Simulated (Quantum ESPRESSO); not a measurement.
# CdS (Hawleyite) (F-43m) in Quantum ESPRESSO: band structure with EV93

Aim: the band structure of CdS (Hawleyite) with EV93.

All numbers are computed with Quantum ESPRESSO 7.5; they aren't measurements. Logs are shortened: lines on timing, memory, paths and dates and some standing lists are left out, and cuts for length are marked.

## Step 1: Starting point

It takes space group F-43m (No. 216, cubic). Conventional cell: a = 5.833 Å, b = 5.833 Å, c = 5.833 Å, α = 90.00°, β = 90.00°, γ = 90.00°. Cd (site symmetry -43m) is surrounded by 4 S at 2.53 Å. S (site symmetry -43m) has 4 Cd at 2.53 Å as nearest neighbours.

## Step 2: Band structure, EV93

Input file pw.in:

```
&CONTROL
  calculation = 'scf'
  prefix = 'pwscf'
  outdir = './tmp'
  pseudo_dir = './pseudo'
  tprnfor = .true.
  tstress = .true.
  disk_io = 'low'
/
&SYSTEM
  ibrav = 0
  nat = 2
  ntyp = 2
  ecutwfc = 60
  ecutrho = 480
  nbnd = 15
  input_dft = 'ev93'
  occupations = 'smearing'
  smearing = 'fd'
  degauss = 0.00183747
/
&ELECTRONS
  conv_thr = 4d-10
  electron_maxstep = 120
  mixing_beta = 0.5
/
ATOMIC_SPECIES
Cd   112.4140 Cd.pbe-dn-rrkjus_psl.0.3.1.UPF
S     32.0600 s_pbe_v1.4.uspp.F.UPF
CELL_PARAMETERS angstrom
   0.0000000000    2.9165000000    2.9165000000
   2.9165000000    0.0000000000    2.9165000000
   2.9165000000    2.9165000000    0.0000000000
ATOMIC_POSITIONS angstrom
Cd     0.0000000000    0.0000000000    0.0000000000
S      4.3747500000    4.3747500000    4.3747500000
K_POINTS automatic
8 8 8 0 0 0
```

Input file pp_density.in:

```
&INPUTPP
  prefix = 'pwscf'
  outdir = './tmp'
  filplot = 'density.dat'
  plot_num = 0
/
&PLOT
  nfile = 1
  filepp(1) = 'density.dat'
  iflag = 3
  output_format = 6
  fileout = 'density.cube'
/
```

Input file pp_potential.in:

```
&INPUTPP
  prefix = 'pwscf'
  outdir = './tmp'
  filplot = 'potential.dat'
  plot_num = 11
/
&PLOT
  nfile = 1
  filepp(1) = 'potential.dat'
  iflag = 3
  output_format = 6
  fileout = 'potential.cube'
/
```

Input file bands.in:

```
&CONTROL
  calculation = 'bands'
  prefix = 'pwscf'
  outdir = './tmp'
  pseudo_dir = './pseudo'
  disk_io = 'low'
  verbosity = 'high'
/
&SYSTEM
  ibrav = 0
  nat = 2
  ntyp = 2
  ecutwfc = 60
  ecutrho = 480
  nbnd = 15
  input_dft = 'ev93'
  occupations = 'smearing'
  smearing = 'fd'
  degauss = 0.00183747
/
&ELECTRONS
  conv_thr = 1d-08
  electron_maxstep = 120
  mixing_beta = 0.5
  diago_full_acc = .true.
/
ATOMIC_SPECIES
Cd   112.4140 Cd.pbe-dn-rrkjus_psl.0.3.1.UPF
S     32.0600 s_pbe_v1.4.uspp.F.UPF
CELL_PARAMETERS angstrom
   0.0000000000    2.9165000000    2.9165000000
   2.9165000000    0.0000000000    2.9165000000
   2.9165000000    2.9165000000    0.0000000000
ATOMIC_POSITIONS angstrom
Cd     0.0000000000    0.0000000000    0.0000000000
S      4.3747500000    4.3747500000    4.3747500000
K_POINTS crystal
60
 0.0000000000  0.0000000000  0.0000000000 1
 0.0625000000  0.0000000000  0.0625000000 1
 0.1250000000  0.0000000000  0.1250000000 1
 0.1875000000  0.0000000000  0.1875000000 1
 0.2500000000  0.0000000000  0.2500000000 1
 0.3125000000  0.0000000000  0.3125000000 1
 0.3750000000  0.0000000000  0.3750000000 1
 0.4375000000  0.0000000000  0.4375000000 1
 0.5000000000  0.0000000000  0.5000000000 1
 0.5000000000  0.0625000000  0.5625000000 1
 0.5000000000  0.1250000000  0.6250000000 1
 0.5000000000  0.1875000000  0.6875000000 1
 0.5000000000  0.2500000000  0.7500000000 1
 0.4375000000  0.3125000000  0.7500000000 1
 0.3750000000  0.3750000000  0.7500000000 1
 0.3375000000  0.3375000000  0.6750000000 1
 0.3000000000  0.3000000000  0.6000000000 1
 0.2625000000  0.2625000000  0.5250000000 1
 0.2250000000  0.2250000000  0.4500000000 1
 0.1875000000  0.1875000000  0.3750000000 1
 0.1500000000  0.1500000000  0.3000000000 1
 0.1125000000  0.1125000000  0.2250000000 1
 0.0750000000  0.0750000000  0.1500000000 1
 0.0375000000  0.0375000000  0.0750000000 1
 0.0000000000  0.0000000000  0.0000000000 1
 0.0625000000  0.0625000000  0.0625000000 1
 0.1250000000  0.1250000000  0.1250000000 1
 0.1875000000  0.1875000000  0.1875000000 1
 0.2500000000  0.2500000000  0.2500000000 1
 0.3125000000  0.3125000000  0.3125000000 1
 0.3750000000  0.3750000000  0.3750000000 1
 0.4375000000  0.4375000000  0.4375000000 1
 0.5000000000  0.5000000000  0.5000000000 1
 0.5250000000  0.4500000000  0.5250000000 1
 0.5500000000  0.4000000000  0.5500000000 1
 0.5750000000  0.3500000000  0.5750000000 1
 0.6000000000  0.3000000000  0.6000000000 1
 0.6250000000  0.2500000000  0.6250000000 1
 0.5833333333  0.2500000000  0.6666666667 1
 0.5416666667  0.2500000000  0.7083333333 1
 0.5000000000  0.2500000000  0.7500000000 1
 0.5000000000  0.2857142857  0.7142857143 1
 0.5000000000  0.3214285714  0.6785714286 1
 0.5000000000  0.3571428571  0.6428571429 1
 0.5000000000  0.3928571429  0.6071428571 1
 0.5000000000  0.4285714286  0.5714285714 1
 0.5000000000  0.4642857143  0.5357142857 1
 0.5000000000  0.5000000000  0.5000000000 1
 0.4821428571  0.4821428571  0.5357142857 1
 0.4642857143  0.4642857143  0.5714285714 1
 0.4464285714  0.4464285714  0.6071428571 1
 0.4285714286  0.4285714286  0.6428571429 1
 0.4107142857  0.4107142857  0.6785714286 1
 0.3928571429  0.3928571429  0.7142857143 1
 0.3750000000  0.3750000000  0.7500000000 1
 0.6250000000  0.2500000000  0.6250000000 1
 0.5937500000  0.1875000000  0.5937500000 1
 0.5625000000  0.1250000000  0.5625000000 1
 0.5312500000  0.0625000000  0.5312500000 1
 0.5000000000  0.0000000000  0.5000000000 1
```

Potentials or basis: SSSP 1.3 efficiency PBE.

Run with:

```sh
$ OMP_NUM_THREADS=1 pw.x -in pw.in > pw.out
$ OMP_NUM_THREADS=1 pp.x -in pp_density.in > pp_density.out
$ OMP_NUM_THREADS=1 pp.x -in pp_potential.in > pp_potential.out
$ OMP_NUM_THREADS=1 pw.x -in bands.in > bands.out
```

pw.out:

```text
This program is part of the open-source Quantum ESPRESSO suite
     for quantum simulation of materials; please cite
         "P. Giannozzi et al., J. Phys.:Condens. Matter 21 395502 (2009);
         "P. Giannozzi et al., J. Phys.:Condens. Matter 29 465901 (2017);
         "P. Giannozzi et al., J. Chem. Phys. 152 154105 (2020);
     in publications or presentations arising from this work. More details at

     file Cd.pbe-dn-rrkjus_psl.0.3.1.UPF: wavefunction(s)  4D renormalized

     IMPORTANT: XC functional enforced from input :
     Exchange-correlation= EV93
                           (   1   4  25   0   0   0   0)
     Any further DFT definition will be discarded
     Please, verify this is what you really want

     Message from routine setup:
     using ibrav=0 with symmetry is DISCOURAGED, use correct ibrav instead

     Subspace diagonalization in iterative solution of the eigenvalue problem:
     a serial algorithm will be used

     G-vector sticks info
     --------------------
     sticks:   dense  smooth     PW     G-vecs:    dense   smooth      PW
     Sum        2017    1003    301                59535    20875    3479

     Using Slab Decomposition

     bravais-lattice index     =            0
     lattice parameter (alat)  =       7.7943  a.u.
     unit-cell volume          =     334.8209 (a.u.)^3
     number of atoms/cell      =            2
     number of atomic types    =            2
     number of electrons       =        18.00
     number of Kohn-Sham states=           15
     kinetic-energy cutoff     =      60.0000  Ry
     charge density cutoff     =     480.0000  Ry
     scf convergence threshold =      4.0E-10
     mixing beta               =       0.5000
     number of iterations used =            8  plain     mixing
     Exchange-correlation= EV93
                           (   1   4  25   0   0   0   0)

     celldm(1)=   7.794277  celldm(2)=   0.000000  celldm(3)=   0.000000
     celldm(4)=   0.000000  celldm(5)=   0.000000  celldm(6)=   0.000000

     crystal axes: (cart. coord. in units of alat)
               a(1) = (   0.000000   0.707107   0.707107 )
               a(2) = (   0.707107   0.000000   0.707107 )
               a(3) = (   0.707107   0.707107   0.000000 )

     reciprocal axes: (cart. coord. in units 2 pi/alat)
               b(1) = ( -0.707107  0.707107  0.707107 )
               b(2) = (  0.707107 -0.707107  0.707107 )
               b(3) = (  0.707107  0.707107 -0.707107 )

     PseudoPot. # 1 for Cd read from file:
     Cd.pbe-dn-rrkjus_psl.0.3.1.UPF
     Pseudo is Ultrasoft + core correction, Zval = 12.0
     Generated using "atomic" code by A. Dal Corso  v.5.0.99 svn rev. 10869
     Using radial grid of 1239 points,  6 beta functions with:
                l(1) =   0
                l(2) =   0
                l(3) =   1
                l(4) =   1
                l(5) =   2
                l(6) =   2
     Q(r) pseudized with 0 coefficients

     PseudoPot. # 2 for S  read from file:
     s_pbe_v1.4.uspp.F.UPF
     Pseudo is Ultrasoft + core correction, Zval =  6.0
     Generated by new atomic code, or converted to UPF format
     Using radial grid of  907 points,  6 beta functions with:
                l(1) =   0
                l(2) =   0
                l(3) =   1
                l(4) =   1
                l(5) =   2
                l(6) =   2
     Q(r) pseudized with  8 coefficients,  rinner =    1.300   1.300   1.300
                                                       1.300   1.300

     atomic species   valence    mass     pseudopotential
     Cd               12.00   112.41400     Cd( 1.00)
     S                 6.00    32.06000     S ( 1.00)

     24 Sym. Ops. (no inversion) found

   Cartesian axes

     site n.     atom                  positions (alat units)
         1        Cd     tau(   1) = (   0.0000000   0.0000000   0.0000000  )
         2        S      tau(   2) = (   1.0606602   1.0606602   1.0606602  )

     number of k points=    29  Fermi-Dirac smearing, width (Ry)=  0.0018
                       cart. coord. in units 2pi/alat
        k(    1) = (   0.0000000   0.0000000   0.0000000), wk =   0.0039062
        k(    2) = (   0.0883883   0.0883883  -0.0883883), wk =   0.0312500
        k(    3) = (   0.1767767   0.1767767  -0.1767767), wk =   0.0312500
        k(    4) = (   0.2651650   0.2651650  -0.2651650), wk =   0.0312500
        k(    5) = (  -0.3535534  -0.3535534   0.3535534), wk =   0.0156250
        k(    6) = (   0.1767767   0.0000000   0.0000000), wk =   0.0234375
[... 21 lines left out ...]
        k(   28) = (  -0.7071068   0.1767767   0.0000000), wk =   0.0468750
        k(   29) = (  -0.7071068   0.3535534   0.0000000), wk =   0.0234375

     Dense  grid:    59535 G-vectors     FFT dimensions: (  60,  60,  60)

     Smooth grid:    20875 G-vectors     FFT dimensions: (  40,  40,  40)

     Initial potential from superposition of free atoms

     starting charge      17.9951, renormalised to      18.0000
     Starting wfcs are   13 randomized atomic wfcs +    2 random wfcs

     Self-consistent Calculation

     iteration #  1     ecut=    60.00 Ry     beta= 0.50
     Davidson diagonalization with overlap
     ethr =  1.00E-02,  avg # of iterations =  7.2

     total energy              =    -147.83615038 Ry
     estimated scf accuracy    <       0.19269739 Ry
[... 5 lines left out ...]
     total energy              =    -147.87679079 Ry
     estimated scf accuracy    <       0.00538896 Ry

     iteration #  3     ecut=    60.00 Ry     beta= 0.50
     Davidson diagonalization with overlap
     c_bands:  1 eigenvalues not converged
     ethr =  2.99E-05,  avg # of iterations =  8.9

     total energy              =    -147.87811052 Ry
     estimated scf accuracy    <       0.00152598 Ry

     iteration #  4     ecut=    60.00 Ry     beta= 0.50
     Davidson diagonalization with overlap
     ethr =  8.48E-06,  avg # of iterations =  2.9
[... 60 lines left out ...]
     iteration # 13     ecut=    60.00 Ry     beta= 0.50
     Davidson diagonalization with overlap
     ethr =  5.49E-12,  avg # of iterations =  2.0

     End of self-consistent calculation

          k = 0.0000 0.0000 0.0000 (  2685 PWs)   bands (ev):

    -6.3626  -1.8277  -1.8277  -1.8277  -1.3747  -1.3747   5.8440   5.8440
     5.8440   7.7959  12.9256  12.9256  12.9256  17.5457  18.5546

          k = 0.0884 0.0884-0.0884 (  2667 PWs)   bands (ev):
[... 16 lines left out ...]
    -5.9933  -1.7114  -1.7114  -1.3373  -1.3373  -0.9890   1.8091   5.1462
     5.1462   9.5021  13.4142  13.4142  14.2470  18.1120  18.5479

          k = 0.1768 0.0000 0.0000 (  2657 PWs)   bands (ev):

    -6.2900  -1.7852  -1.7852  -1.7756  -1.3879  -1.3630   5.0099   5.5509
     5.5509   8.7278  12.3451  13.3625  13.3625  16.3715  17.6242

          k = 0.2652 0.0884-0.0884 (  2631 PWs)   bands (ev):
[... 21 lines left out ...]
    -6.0977  -1.7319  -1.7144  -1.4480  -1.3837  -1.3148   3.1342   4.8134
     5.4240   9.8306  12.8819  13.3964  13.5524  16.4979  17.9243

          k = 0.0000-0.1768 0.1768 (  2635 PWs)   bands (ev):

    -6.2280  -1.7821  -1.7585  -1.6723  -1.3866  -1.3593   4.2717   5.2435
     5.6762   9.1692  12.5493  13.2660  13.4614  16.4657  17.2712

          k = 0.3536 0.0000 0.0000 (  2650 PWs)   bands (ev):

    -6.1163  -1.6746  -1.6746  -1.6338  -1.3771  -1.3344   3.7580   4.9141
     4.9141  10.0245  11.3705  14.4924  14.4924  15.1673  17.8346

          k = 0.4419 0.0884-0.0884 (  2618 PWs)   bands (ev):
[... 11 lines left out ...]
    -5.9299  -1.6596  -1.6186  -1.3945  -1.3539  -0.8766   2.1614   3.8236
     4.7986  10.7320  12.4228  14.3728  14.4214  17.0944  17.5917

          k = 0.0000-0.3536 0.3536 (  2642 PWs)   bands (ev):

    -5.9956  -1.6755  -1.6708  -1.3861  -1.3815  -1.1062   2.6317   4.0327
     5.1335  10.5644  12.8138  13.3946  14.0066  16.6487  18.7818

          k = 0.5303 0.0000 0.0000 (  2630 PWs)   bands (ev):

    -5.9468  -1.5885  -1.5508  -1.5508  -1.3058  -1.1287   2.6679   4.3410
     4.3410  10.5377  10.7288  15.3812  16.0220  16.0220  18.0838

          k =-0.0884-0.6187 0.6187 (  2622 PWs)   bands (ev):

    -5.8959  -1.6042  -1.5240  -1.4985  -1.3060  -0.9263   2.2885   3.9742
     4.2554  10.6144  11.0080  15.3451  16.1259  16.9146  18.5571

          k = 0.0000-0.5303 0.5303 (  2616 PWs)   bands (ev):

    -5.8894  -1.6265  -1.5488  -1.4477  -1.3312  -0.8033   2.1935   3.5790
     4.4382  10.7742  11.8328  15.2797  15.3713  16.1749  18.1343

          k =-0.7071 0.0000 0.0000 (  2586 PWs)   bands (ev):

    -5.8786  -1.6000  -1.4948  -1.4948  -1.2938  -0.9137   2.1724   4.1153
     4.1153  10.3817  10.6768  15.9942  17.1892  17.1892  18.2023

          k = 0.3536 0.1768 0.0000 (  2623 PWs)   bands (ev):

    -6.0804  -1.7074  -1.6818  -1.5061  -1.3589  -1.3084   3.2915   4.6087
     5.1600  10.1898  11.9744  13.5934  14.3254  16.0417  18.0892

          k =-0.2652-0.4419 0.6187 (  2631 PWs)   bands (ev):
[... 16 lines left out ...]
    -5.8965  -1.6199  -1.5782  -1.4301  -1.3410  -0.8190   2.2202   3.7363
     4.2936  11.1132  11.9312  14.0378  15.5237  16.6559  18.9213

          k = 0.0000-0.3536 0.5303 (  2627 PWs)   bands (ev):

    -5.9134  -1.6346  -1.6025  -1.4060  -1.3577  -0.8523   2.2736   3.6695
     4.5308  11.1258  12.3393  13.5080  15.4879  16.4437  18.1490

          k =-0.7071 0.1768 0.0000 (  2616 PWs)   bands (ev):

    -5.8794  -1.5980  -1.5425  -1.4624  -1.3167  -0.8311   2.1943   3.9657
     3.9914  11.0206  11.0545  15.4183  15.4447  17.3837  18.9278

          k =-0.7071 0.3536 0.0000 (  2608 PWs)   bands (ev):

    -5.8801  -1.5966  -1.5815  -1.4046  -1.3643  -0.7559   2.2188   3.8237
     3.8698  11.5023  12.1012  13.8246  14.8480  17.5307  19.2092

     the Fermi energy is     6.4233 ev

!    total energy              =    -147.87845356 Ry
     estimated scf accuracy    <          1.9E-11 Ry
     smearing contrib. (-TS)   =      -0.00000000 Ry
     internal energy E=F+TS    =    -147.87845356 Ry

     The total energy is F=E-TS. E is the sum of the following terms:
     one-electron contribution =     -48.58896294 Ry
     hartree contribution      =      39.12429393 Ry
     xc contribution           =     -53.06738423 Ry
     ewald contribution        =     -85.34640031 Ry

     convergence has been achieved in  13 iterations

     Forces acting on atoms (cartesian axes, Ry/au):

     atom    1 type  1   force =     0.00000000   -0.00000000    0.00000000
     atom    2 type  2   force =    -0.00000000    0.00000000   -0.00000000

     Total force =     0.000000     Total SCF correction =     0.000000

     Computing stress (Cartesian axis) and pressure

          total   stress  (Ry/bohr**3)                   (kbar)     P=      175.31
   0.00119173   0.00000000   0.00000000          175.31        0.00        0.00
   0.00000000   0.00119173   0.00000000            0.00      175.31        0.00
   0.00000000   0.00000000   0.00119173            0.00        0.00      175.31

=------------------------------------------------------------------------------=
   JOB DONE.
=------------------------------------------------------------------------------=
```

Run time: 73 s. Hardware: 1 thread of Intel Xeon Platinum 8488C (Sapphire Rapids), shared host; peak memory 0.28 GiB.

What came out:

| Item | Value |
| --- | --- |
| Free energy | -2011.9889 eV |
| Pressure | 17.5 GPa |
| Band gap on the k mesh | 1.95 eV, direct |
| Band gap along the path | 1.95 eV, direct |

Levels at the corners of the path, in eV from the valence-band top:
| point | band 6 | band 7 | band 8 | band 9 | band 10 | band 11 | band 12 | band 13 |
| --- | --- | --- | --- | --- | --- | --- | --- | --- |
| Γ | -7.22 | 0.00 | 0.00 | 0.00 | 1.95 | 7.08 | 7.08 | 7.08 |
| X | -6.76 | -3.67 | -1.73 | -1.73 | 4.54 | 4.83 | 10.15 | 11.35 |
| W | -6.60 | -3.63 | -2.02 | -1.97 | 5.66 | 6.26 | 7.98 | 9.00 |
| K | -6.65 | -3.65 | -2.27 | -1.41 | 4.93 | 5.99 | 9.44 | 9.53 |
| Γ | -7.22 | 0.00 | 0.00 | 0.00 | 1.95 | 7.08 | 7.08 | 7.08 |
| L | -6.83 | -4.03 | -0.70 | -0.70 | 3.66 | 7.57 | 7.57 | 8.40 |
| U | -6.65 | -3.65 | -2.27 | -1.41 | 4.93 | 5.99 | 9.44 | 9.53 |
| W | -6.60 | -3.63 | -2.02 | -1.97 | 5.66 | 6.26 | 7.98 | 9.00 |
| L | -6.83 | -4.03 | -0.70 | -0.70 | 3.66 | 7.57 | 7.57 | 8.40 |
| K | -6.65 | -3.65 | -2.27 | -1.41 | 4.93 | 5.99 | 9.44 | 9.53 |
| U | -6.65 | -3.65 | -2.27 | -1.41 | 4.93 | 5.99 | 9.44 | 9.53 |
| X | -6.76 | -3.67 | -1.73 | -1.73 | 4.54 | 4.83 | 10.15 | 11.35 |

Caveat: the potentials were made for another functional, which shifts forces and pressure; the potentials were made for a functional far from this one; so large a pressure means that the cell lies far from this level's equilibrium, or that cutoff or potentials fall short.

## Step 3: The reference run

An earlier run on the cell as given: functional PBE; potentials or basis SSSP 1.3 efficiency PBE; cutoff 816 eV; density cutoff 6531 eV; k mesh 8 × 8 × 8; occupations fermi-dirac, width 0.05 eV; no spin polarisation.

* Pressure: 2.9 GPa
* Band gap on the k mesh: 1.12 eV, direct
